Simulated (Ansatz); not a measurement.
# TiTe (P6_3/mmc) in Ansatz: band structure with HSE06

Aim: the band structure of TiTe with HSE06.

All numbers are computed with Ansatz 0.2.0; they aren't measurements. Logs are shortened: lines on timing, memory, paths and dates and some standing lists are left out, and cuts for length are marked.

### 1 Starting point

Symmetry: P6_3/mmc, No. 194, hexagonal system. The conventional cell has a = 3.842 Å, b = 3.842 Å, c = 6.403 Å, α = 90.00°, β = 90.00°, γ = 120.00°. Around Te (site symmetry -6m2) lie 6 Ti at 2.74 Å. Ti (site symmetry -3m) has 6 Te at 2.74 Å as nearest neighbours.

### 2 Band structure, HSE06

input reads:

```
crystal:
  lattice:
    - [3.842, 0.0, 0.0]
    - [-1.921, 3.3272696013, 0.0]
    - [0.0, 0.0, 6.403]
  atoms:
    - { symbol: Te, position: [0.6666666667, 0.3333333333, 0.75] }
    - { symbol: Te, position: [0.3333333333, 0.6666666667, 0.25] }
    - { symbol: Ti, position: [0.0, 0.0, 0.5] }
    - { symbol: Ti, position: [0.0, 0.0, 0.0] }
hamiltonian:
  xc: hse06
  pseudopotentials: { kind: paw }
kpoints:
  mp_grid: { grid: [6, 6, 4] }
  band_path:
    path:
      - [[0.0, 0.0, 0.0], [0.5, 0.0, 0.0], [0.3333333333, 0.3333333333, 0.0], [0.0, 0.0, 0.0], [0.0, 0.0, 0.5], [0.5, 0.0, 0.5], [0.3333333333, 0.3333333333, 0.5], [0.0, 0.0, 0.5]]
      - [[0.5, 0.0, 0.5], [0.5, 0.0, 0.0]]
      - [[0.3333333333, 0.3333333333, 0.0], [0.3333333333, 0.3333333333, 0.5]]
    npoints: 4
scf:
  occupations: { method: fermi_dirac, width: 0.05 }
  n_extra_bands: 10
output:
  forces: true
  stress: true
  eigenvalues: true
  fatbands: false
```

Potentials or basis: Ansatz PAW.

What it wrote:

```text
Warning: output.stress: scf.convergence.dr2_threshold = 1e-7 eV (the SCF's general default) is looser than the 4e-10 eV advised for a printed stress (1e-10 eV for each atom of the cell: 4). What an SCF threshold leaves in a stress goes as its square root, and in the free energy as the threshold itself, and one threshold admits the most on a small cell: of the crystals measured, under no hybrid functional and no lock of the moments, on runs that ended without the residual-converged pass, on stresses that held no estimate of that error, the worst erred by over 100 MPa in a component at 1e-7 eV an atom and by under 5 at 1e-10. Set scf.convergence.dr2_threshold to 4e-10 eV or tighter. The threshold is an SCF's pass mark: one that does not reach it within its budget of iterations ends unconverged, or closes short of it on a stop that the run arms, and scf.convergence.dr2_threshold's page says what that costs each kind of run
Warning: output.stress: scf.exx.energy_threshold = 1e-6 eV is looser than the 4e-8 eV advised for a stress under a hybrid functional (1e-8 eV for each atom of the cell: 4). Every SCF of the exchange loop can meet its threshold on dr2 while the loop round them stops early: no threshold on dr2 bounds what that leaves in the stress. Set scf.exx.energy_threshold to 4e-8 eV or tighter. The threshold is the loop's pass mark: a loop that does not reach it within its budget of cycles ends unconverged, and scf.exx.energy_threshold's page has the law
scf.n_extra_bands = 10 over 28 filled bands (N_el = 56.0): the run solves 38 bands
GPUs: using 1 of 1 available (devices: 1).
Engine: ansatz 0.2.0, x86_64-unknown-linux-gnu
Pseudopotentials: kind: paw
Pseudopotential: Te, paw, valence charge 16, recommended cutoff 420 eV (normal), Te.paw.azcp
Pseudopotential: Ti, paw, valence charge 12, recommended cutoff 420 eV (normal), Ti.paw.azcp
Functional definition: HSE06
  parameter a = 0.25
  parameter omega = 0.11/bohr
  exchange = pbe_x - a*pbe_x_sr(omega) + a*exact_x_sr(omega)
  correlation = pbe_c
device memory: the entry about to start is reckoned to put 1.1 GiB on a device that reports 49.6 GiB free (of which the cap on the GPU budget leaves the run 18.0 GiB)
GPU FFT provider: cuFFT
GPU libraries: cuBLAS 13.8.2, cuFFT 12.4.0, cuSOLVER 12.3.4
Crystal: 4 atoms, lattice volume = 81.852 Å³
Basis set: ecut = 420 eV, 1617 PW (Γ), exchange–correlation on 54×54×90 points (8 copies of the dense FFT grid, shifted against one another)
Bands: 38, of which v1, the nominal top of the filled ones, is band 28 counted from 1 (27 counted from 0)
Symmetry: 24 space group operations
Space group: P63/mmc (ITA 194), of the structure as read, at distance tolerance 4.3e-5 Å
k-points: 21 of 144
Non-local potential: Te, projectors of the file, l = 0: 2, l = 1: 2, l = 2: 2, l = 3: 2
Non-local potential: Ti, projectors of the file, l = 0: 3, l = 1: 2, l = 2: 3, l = 3: 1
PAW form: soft (Blöchl's): semilocal exchange-correlation on the pseudo side does not see the compensation charge
PAW frozen core: Te, regenerated for the run's functional, and the local potential with it (the file was generated under x = pbe(κ = 0.804, μ = 0.2195149727645171), c = pbe(β = 0.06672455060314922))
PAW frozen core: Ti, regenerated for the run's functional, and the local potential with it (the file was generated under x = pbe(κ = 0.804, μ = 0.2195149727645171), c = pbe(β = 0.06672455060314922))
PAW one-centre angular grid: Te, 590 points (default); XC on 64 Gauss nodes
PAW one-centre angular grid: Ti, 590 points (default); XC on 64 Gauss nodes
Initial density: superposition of atomic densities (neutral atoms: chi_scale 0, normalization atom), corrected by the library's trained network
Initial wavefunctions: pseudopotential atomic-orbital guess
GPU buffer pool allocated for 32805 grid points (all kernels)
GPU transforms: local potential and band sums: pruned to the plane-wave sphere, on 25×25×45
Functional: x = pbe(κ = 0.804, μ = 0.2195149727645171), c = pbe(β = 0.06672455060314922), warm-up for x = pbe(κ = 0.804, μ = 0.2195149727645171) + 0.25 (exact − pbe) at short range (hse, ω = 0.20786987370883472 Å⁻¹), c = pbe(β = 0.06672455060314922); HSE06 as pw.x's `hse` composes it (authors' and Libxc's form: `xc: wpbeh`)
SCF iter   1: F=—  HF=-18961.357891 eV  |F-HF|=—  |Δ(HF+E_count)|=         —  Δρ=2.46e-3  dr2=3.13e-3  ethr=1.77e-3  ⟨swp⟩=6.8  Hψ=3185  notcnv=0
preconditioner: auto → Kerker (q_TF=auto, 2.561 Å⁻¹)  [metal: Δε(μ)=0.055 eV  Ē_g=7.490 eV  σ=0.050 eV  W_gap=0.26  n_scr=22 (ndim 8)  ℏωp=18.4 eV  f_vac=0.000  D(μ)=5.14/eV (n_scr^D=42)]
SCF iter   2: F=—  HF=-18961.358640 eV  |F-HF|=—  |Δ(HF+E_count)|=   7.49e-4  Δρ=1.34e-3  dr2=1.12e-3  ethr=5.58e-6  ⟨swp⟩=3.4  Hψ=1985  notcnv=0  defer=2
iter 3 solved again at ethr=8.37e-8 eV; its pass at ethr=2.00e-6 eV (dr2=4.69e-5 eV) is discarded
SCF iter   3: F=—  HF=-18961.358745 eV  |F-HF|=—  |Δ(HF+E_count)|=   1.04e-4  Δρ=2.12e-4  dr2=4.34e-5  ethr=8.37e-8  ⟨swp⟩=3.6  Hψ=3133  notcnv=0  defer=1
SCF iter   4: F=—  HF=-18961.358746 eV  |F-HF|=—  |Δ(HF+E_count)|=   1.09e-6  Δρ=6.03e-5  dr2=5.03e-6  ethr=7.75e-8  ⟨swp⟩=3.1  Hψ=1510  notcnv=0  defer=1
SCF iter   5: F=—  HF=-18961.358745 eV  |F-HF|=—  |Δ(HF+E_count)|=   2.22e-7  Δρ=2.08e-5  dr2=5.69e-7  ethr=8.98e-9  ⟨swp⟩=4.0  Hψ=1741  notcnv=0  defer=1
SCF iter   6: F=—  HF=-18961.358745 eV  |F-HF|=—  |Δ(HF+E_count)|=   6.08e-8  Δρ=6.43e-6  dr2=4.94e-8  ethr=1.02e-9  ⟨swp⟩=3.9  Hψ=1757  notcnv=0  defer=1
SCF iter   7: F=—  HF=-18961.358745 eV  |F-HF|=—  |Δ(HF+E_count)|=   1.10e-8  Δρ=2.28e-6  dr2=3.44e-9  ethr=8.82e-11  ⟨swp⟩=4.1  Hψ=1778  notcnv=0  defer=1
SCF iter   8: F=-18961.358745 eV  HF=-18961.358745 eV  |F-HF|=2.18e-11  |Δ(HF+E_count)|=  3.35e-10  Δρ=5.93e-7  dr2=4.41e-10  ethr=6.14e-12  ⟨swp⟩=4.1  Hψ=1945  notcnv=0  defer=1
SCF 1 converged in 8 iterations: F = -18961.358745 eV  dr2 = 4.41e-10
device memory: the entry about to start is reckoned to put 1.6 GiB (of the 1.7 GiB reckoned in all, the device holds 0.1 GiB already) on a device that reports 48.2 GiB free (of which the cap on the GPU budget leaves the run 17.9 GiB)
GPU FFT provider: cuFFT
GPU libraries: cuBLAS 13.8.2, cuFFT 12.4.0, cuSOLVER 12.3.4
Initial density: handed on by an earlier stage of this run
Initial wavefunctions: those handed on with the density
GPU buffer pool allocated for 32805 grid points (all kernels)
GPU transforms: local potential and band sums: pruned to the plane-wave sphere, on 25×25×45
Functional: x = pbe(κ = 0.804, μ = 0.2195149727645171) + 0.25 (exact − pbe) at short range (hse, ω = 0.20786987370883472 Å⁻¹), c = pbe(β = 0.06672455060314922); HSE06 as pw.x's `hse` composes it (authors' and Libxc's form: `xc: wpbeh`)
Exchange kernel: α = 0.2500, screened, ω = 0.2079 Å⁻¹, Wigner–Seitz truncation, v(0) = 1046.6428 eV·Å³, q-mesh 6×6×4, nearest image of the exchange supercell L = 23.05 Å, pair-density grid 18×18×30, without the augmentation charges, whose exchange is taken in its separable form by FFT convolution over the k-point mesh (sized by the pseudopotential files, 24×24×45 at the most), smooth part of the exact exchange by density-matrix convolution in up to 5.03 GiB of GPU memory as planned if the GPU has room (build and FFT work areas not counted)
Frozen-core exchange: fock
iter 1 solved again at ethr=6.90e-4 eV; its pass at ethr=1.00e-1 eV (dr2=3.86e-1 eV) is discarded
SCF iter   1: F=—  HF=-18969.076522 eV  |F-HF|=—  |Δ(HF+E_count)|=         —  Δρ=2.31e-2  dr2=6.86e-1  ethr=6.90e-4  ⟨swp⟩=4.9  Hψ=3769  notcnv=0
eigensolver tolerance schedule calibrated: the retry pair's looser diagonalisation under-reported the residual by θ = 0.38 (0.18/decade); ethr = c·dr2/N_el runs at the constant in force after the calibration composes with the one it found (an armed cap, an earlier calibration), c = 3.2e-2
preconditioner: auto → Kerker (q_TF=auto, 2.561 Å⁻¹)  [metal: Δε(μ)=0.004 eV  Ē_g=8.945 eV  σ=0.050 eV  W_gap=0.02  n_scr=22 (ndim 8)  ℏωp=18.4 eV  f_vac=0.000  D(μ)=4.53/eV (n_scr^D=36)]
SCF iter   2: F=—  HF=-18968.913527 eV  |F-HF|=—  |Δ(HF+E_count)|=   1.63e-1  Δρ=4.97e-3  dr2=3.55e-2  ethr=3.59e-4  ⟨swp⟩=4.2  Hψ=2372  notcnv=0
SCF iter   3: F=—  HF=-18968.905535 eV  |F-HF|=—  |Δ(HF+E_count)|=   7.99e-3  Δρ=2.32e-3  dr2=6.85e-3  ethr=1.81e-5  ⟨swp⟩=4.1  Hψ=2017  notcnv=0
SCF iter   4: F=—  HF=-18968.927359 eV  |F-HF|=—  |Δ(HF+E_count)|=   2.18e-2  Δρ=2.03e-3  dr2=5.20e-3  ethr=2.18e-6  ⟨swp⟩=5.0  Hψ=2644  notcnv=0
SCF iter   5: F=—  HF=-18968.925978 eV  |F-HF|=—  |Δ(HF+E_count)|=   1.38e-3  Δρ=3.22e-4  dr2=3.43e-4  ethr=2.18e-6  ⟨swp⟩=4.3  Hψ=2162  notcnv=0
SCF iter   6: F=—  HF=-18968.926801 eV  |F-HF|=—  |Δ(HF+E_count)|=   8.23e-4  Δρ=4.24e-4  dr2=1.39e-4  ethr=5.62e-8  ⟨swp⟩=5.0  Hψ=2379  notcnv=0
SCF iter   7: F=—  HF=-18968.927010 eV  |F-HF|=—  |Δ(HF+E_count)|=   2.10e-4  Δρ=2.72e-4  dr2=5.17e-5  ethr=3.19e-8  ⟨swp⟩=4.3  Hψ=1882  notcnv=0  defer=2
SCF iter   8: F=-18968.927116 eV  HF=-18968.927124 eV  |F-HF|=7.96e-6  |Δ(HF+E_count)|=   1.13e-4  Δρ=1.02e-4  dr2=1.07e-5  ethr=9.77e-9  ⟨swp⟩=5.1  Hψ=2390  notcnv=0
SCF 2 stopped early in 8 iterations: F = -18968.927116 eV  dr2 = 1.07e-5
hybrid outer 1: dexx = +2.817e-2 eV, tail = 1.93e-4 eV
GPU FFT provider: cuFFT
GPU libraries: cuBLAS 13.8.2, cuFFT 12.4.0, cuSOLVER 12.3.4
GPU buffer pool allocated for 32805 grid points (all kernels)
GPU transforms: local potential and band sums: pruned to the plane-wave sphere, on 25×25×45
Exchange kernel: α = 0.2500, screened, ω = 0.2079 Å⁻¹, Wigner–Seitz truncation, v(0) = 1046.6428 eV·Å³, q-mesh 6×6×4, nearest image of the exchange supercell L = 23.05 Å, pair-density grid 18×18×30, without the augmentation charges, whose exchange is taken in its separable form by FFT convolution over the k-point mesh (sized by the pseudopotential files, 24×24×45 at the most), smooth part of the exact exchange by density-matrix convolution in up to 5.03 GiB of GPU memory as planned if the GPU has room (build and FFT work areas not counted)
Frozen-core exchange: fock
SCF iter   1: F=—  HF=-18968.926423 eV  |F-HF|=—  |Δ(HF+E_count)|=         —  Δρ=7.32e-5  dr2=4.08e-6  ethr=1.72e-6  ⟨swp⟩=3.9  Hψ=1765  notcnv=0
preconditioner: auto → Kerker (q_TF=auto, 2.561 Å⁻¹)  [metal: Δε(μ)=0.034 eV  Ē_g=8.655 eV  σ=0.050 eV  W_gap=0.17  n_scr=22 (ndim 8)  ℏωp=18.4 eV  f_vac=0.000  D(μ)=4.65/eV (n_scr^D=36)]
SCF iter   2: F=—  HF=-18968.926429 eV  |F-HF|=—  |Δ(HF+E_count)|=   5.45e-6  Δρ=4.75e-5  dr2=1.77e-6  ethr=6.71e-9  ⟨swp⟩=4.3  Hψ=2076  notcnv=0  defer=2
SCF iter   3: F=—  HF=-18968.926428 eV  |F-HF|=—  |Δ(HF+E_count)|=   1.82e-7  Δρ=2.68e-5  dr2=7.81e-7  ethr=3.05e-9  ⟨swp⟩=4.2  Hψ=1824  notcnv=0  defer=2
SCF iter   4: F=—  HF=-18968.926428 eV  |F-HF|=—  |Δ(HF+E_count)|=   2.71e-7  Δρ=9.08e-6  dr2=8.95e-8  ethr=1.36e-9  ⟨swp⟩=4.1  Hψ=1686  notcnv=0  defer=2
SCF iter   5: F=—  HF=-18968.926428 eV  |F-HF|=—  |Δ(HF+E_count)|=   3.56e-8  Δρ=4.07e-6  dr2=1.32e-8  ethr=1.55e-10  ⟨swp⟩=4.9  Hψ=2069  notcnv=0  defer=3
SCF iter   6: F=-18968.926428 eV  HF=-18968.926428 eV  |F-HF|=2.69e-9  |Δ(HF+E_count)|=   4.16e-9  Δρ=1.96e-6  dr2=3.41e-9  ethr=2.28e-11  ⟨swp⟩=4.3  Hψ=1625  notcnv=0  defer=11
SCF 3 converged in 6 iterations: F = -18968.926428 eV  dr2 = 3.41e-9
  Residual-converged pass: ⟨swp⟩=3.0  Hψ=1597  notcnv=0  max |occ|·‖R‖ = 2.3e-6 eV (tolerance 2.4e-6 eV)  dr2=3.38e-9  dr2_onsite=3.22e-10  max |Δocc| = 1.3e-11
hybrid outer 2: dexx = +3.129e-6 eV, tail = 4.65e-8 eV, Δε = 4.80e-3 eV (about 1.80e-4 eV left of the loop's levels)
device memory: the entry about to start is reckoned to put 0.7 GiB on a device that reports 45.4 GiB free (of which the cap on the GPU budget leaves the run 18.0 GiB)
NSCF: frozen V_eff on 39 k-points, pencils in batches of 32, up to order 168
hybrid SCF converged: 2 outer / 14 inner (+8 warm-up), last move |dexx| = 3.13e-6 eV, tail = 4.65e-8 eV
Stability not checked: this state was not tested for a lower state beside it, because the functional holds exact exchange (a hybrid, or Hartree-Fock), whose exchange loop this test does not read (fock_operator; see scf.lower_state_search)
Free energy (F): -18968.926425 eV
Frozen-core exchange: fock
Harris-Foulkes:  -18968.926425 eV  (|F-HF|=2.69e-9)
Internal energy: -18968.890298 eV  (E = F + TS)
E sigma→0 (E₀):  -18968.908361 eV
Entropy (-TS):   -0.036127 eV (-9.032 meV/atom)
Fermi energy:    14.770181 eV
--- Per-component energies (eV) ---
  E_band       = -800.901675
  E_kinetic    = 914.654027
  E_local      = -3550.954294  (includes V_loc(G=0)·N_el)
  E_nonlocal   = -607.039083
  E_hartree    = 2062.489581
  E_xc         = -361.374468
  E_vxc        = -367.708345  (∫ρ·V_xc dr)
  E_exx        = -170.003912  (= α·E_x^exact, valence–valence)
  E_paw        = -11347.027898  (= ΣΔE_a)
  E_vpaw       = -974.826385  (= ΣTr[D̂ρ^β])
  E_aug_tail   = -0.000186  (compensation charges beyond the density's cutoff)
  E_ewald      = -5908.928768
  E_core_change = -0.705295  (= ΣΔE_core)
  E_smearing   = -0.036127  (= −TS)
  E_closure    = -0.000001  (closes the sum)
  Σ components = -18968.926425   (vs F -18968.926425, Δ=3.64e-12)
--- Forces (eV/Å), atoms counted from 1 ---
  atom   1  Te    -0.00000000    -0.00000000    -0.00000000
  atom   2  Te    -0.00000000     0.00000000     0.00000000
  atom   3  Ti    -0.00000000     0.00000000    -0.00000000
  atom   4  Ti     0.00000000     0.00000000    -0.00000000
  max |Σ_I F_I| component: 6.94e-18 eV/Å
--- Stress (GPa, compression-positive) ---
        2.250260      -0.000000       0.000000
        0.000000       2.250260       0.000000
        0.000000       0.000000       9.580839
  P = ⅓ Tr σ = 4.6938 GPa (46.938 kbar)
--- Band table (eV; the first three rows and the last of 21) ---
  k-point 0: bands = ["-47.5906", "-47.5749", "-25.8301", "-25.8301", "-25.8283", "-25.8283", "-25.8160", "-25.8160", "-25.8082", "-25.8082", "-25.8074", "-25.8059", "-22.3249", "-22.3087", "-22.3087", "-22.2831", "-22.2831", "-22.1287", "-1.0281", "0.9719", "6.4726", "10.3473", "10.3473", "12.7387", "13.2872", "13.5119", "13.5119", "14.0184", "14.0184", "14.4032", "14.4032", "15.9823", "15.9823", "17.6626", "17.9329", "19.6026", "19.6026", "19.7835"]
  k-point 1: bands = ["-47.5883", "-47.5772", "-25.8306", "-25.8306", "-25.8297", "-25.8297", "-25.8138", "-25.8138", "-25.8086", "-25.8086", "-25.8072", "-25.8061", "-22.3049", "-22.3049", "-22.2969", "-22.2868", "-22.2868", "-22.1582", "-0.8152", "0.5484", "7.2758", "10.5910", "10.5910", "11.2848", "12.4300", "12.4300", "14.0507", "14.1951", "14.1951", "15.0731", "15.0731", "16.3006", "16.3006", "16.4991", "18.8505", "19.0993", "19.0993", "20.6661"]
  k-point 2: bands = ["-47.5828", "-47.5828", "-25.8309", "-25.8309", "-25.8309", "-25.8309", "-25.8104", "-25.8104", "-25.8104", "-25.8104", "-25.8066", "-25.8066", "-22.2958", "-22.2958", "-22.2958", "-22.2958", "-22.2284", "-22.2284", "-0.2243", "-0.2243", "9.1342", "9.1342", "11.3059", "11.3059", "11.3059", "11.3059", "14.6654", "14.6654", "14.6654", "14.6654", "15.1459", "15.1459", "17.7875", "17.7875", "17.7875", "17.7875", "19.9317", "19.9317"]
  k-point 20: bands = ["-47.5784", "-47.5784", "-25.8365", "-25.8365", "-25.8313", "-25.8313", "-25.8054", "-25.8054", "-25.8027", "-25.8027", "-25.8000", "-25.8000", "-22.3484", "-22.3484", "-22.3382", "-22.3382", "-22.2026", "-22.2026", "1.2442", "1.2442", "7.8950", "7.8950", "8.5163", "8.5163", "10.2873", "10.2873", "14.3251", "14.3251", "15.4143", "15.4143", "16.3846", "16.3846", "16.5398", "16.5398", "19.0220", "19.0220", "19.8421", "19.8421"]
```

Run time: 2.1 min. Hardware: 1 × NVIDIA H100 80GB HBM3 with 2 threads of AMD EPYC 7R13 (Zen 3), shared host; peak memory 3 GiB.

What came out:

```
Free energy            : -18968.9264 eV
Pressure               : 4.7 GPa
Band gap on the k mesh : none (metal or under the smearing width)
```

Stress tensor (GPa, compression positive):
```
2.25 0.00 0.00
0.00 2.25 0.00
0.00 0.00 9.58
```

Levels at the corners of the path, in eV from the Fermi level:
| point | band 24 | band 25 | band 26 | band 27 | band 28 | band 29 | band 30 | band 31 | band 32 | band 33 |
| --- | --- | --- | --- | --- | --- | --- | --- | --- | --- | --- |
| Γ | -2.03 | -1.48 | -1.26 | -1.26 | -0.75 | -0.75 | -0.37 | -0.37 | 1.21 | 1.21 |
| M | -5.33 | -4.58 | -3.71 | -2.36 | -0.17 | 0.91 | 1.05 | 1.17 | 1.49 | 1.87 |
| K | -5.18 | -5.18 | -4.86 | -0.12 | 0.49 | 0.49 | 0.68 | 0.68 | 1.14 | 2.30 |
| Γ | -2.03 | -1.48 | -1.26 | -1.26 | -0.75 | -0.75 | -0.37 | -0.37 | 1.21 | 1.21 |
| A | -3.46 | -3.46 | -3.46 | -0.10 | -0.10 | -0.10 | -0.10 | 0.38 | 0.38 | 3.02 |
| L | -4.57 | -4.18 | -4.18 | -1.23 | -1.23 | 1.24 | 1.24 | 1.48 | 1.48 | 2.13 |
| H | -6.25 | -4.48 | -4.48 | -0.45 | -0.45 | 0.64 | 0.64 | 1.61 | 1.61 | 1.77 |
| A | -3.46 | -3.46 | -3.46 | -0.10 | -0.10 | -0.10 | -0.10 | 0.38 | 0.38 | 3.02 |
| L | -4.57 | -4.18 | -4.18 | -1.23 | -1.23 | 1.24 | 1.24 | 1.48 | 1.48 | 2.13 |
| M | -5.33 | -4.58 | -3.71 | -2.36 | -0.17 | 0.91 | 1.05 | 1.17 | 1.49 | 1.87 |
| K | -5.18 | -5.18 | -4.86 | -0.12 | 0.49 | 0.49 | 0.68 | 0.68 | 1.14 | 2.30 |
| H | -6.25 | -4.48 | -4.48 | -0.45 | -0.45 | 0.64 | 0.64 | 1.61 | 1.61 | 1.77 |

Caveat: spin-orbit coupling is left out, which moves the levels of the heavy elements; the PAW data sets come from PBE, with cores solved anew for the run's functional, which leaves a small shift of forces and pressure; the thresholds are loose for stress.
